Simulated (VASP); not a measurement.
**AgCl (Chlorargyrite): dielectric tensor with LDA**

**What was measured.**

A printed reference work, monograph reports, for a bulk crystal of AgCl: high-frequency dielectric constant 3.92.

AgCl (Chlorargyrite):

```
Ag Cl
1.0
     0.00000    2.67759    2.67759
     2.67759    0.00000    2.67759
     2.67759    2.67759    0.00000
Ag Cl
1 1
Direct
  0.00000 0.00000 0.00000
  0.50000 0.50000 0.50000
```

```
Program                : VASP 6.6.1
Task                   : dielectric tensor
Functional             : LDA
Potentials or basis    : VASP PAW LDA potentials, release 64 (Ag, Cl)
Cutoff                 : 600 eV
k mesh                 : 14 × 14 × 14
Occupations            : gaussian, width 0.03 eV
Spin                   : no spin polarisation
Monkhorst-Pack mesh    : yes
Further INCAR settings : ALGO = Fast; EDIFF = 1e-08
```

```json
{"Electronic dielectric tensor (diagonal)": "5.75", "Born charges (mean of the diagonal)": "Ag +1.41; Cl -1.41 e"}
```

Levels at points of the mesh, in eV from the valence-band top:
```
           k point  band 6  band 7  band 8  band 9  band 10  band 11  band 12  band 13
(0.04, 0.04, 0.04)   -2.97   -2.70   -2.55   -2.55     0.76    10.50    10.72    10.72
```

Electronic dielectric tensor:
```
5.75 0.00 0.00
0.00 5.75 0.00
0.00 0.00 5.75
```

Born effective charge tensors (e):
atom 1, Ag
```
1.41 0.00 0.00
0.00 1.41 0.00
0.00 0.00 1.41
```
atom 2, Cl
```
-1.41  0.00  0.00
 0.00 -1.41  0.00
 0.00  0.00 -1.41
```

Wall time 20 min on 1 thread of Intel(R) Xeon(R) Platinum 8559C (Emerald Rapids), with other jobs on the host, peak memory 1.1 GiB.

Measured high-frequency dielectric constant of AgCl: 3.92 (a printed reference work, monograph). This calculation gives 5.75 (+46.8 %). So large a miss can be the level of theory's own, or it may mean another phase, state or a wrong row.
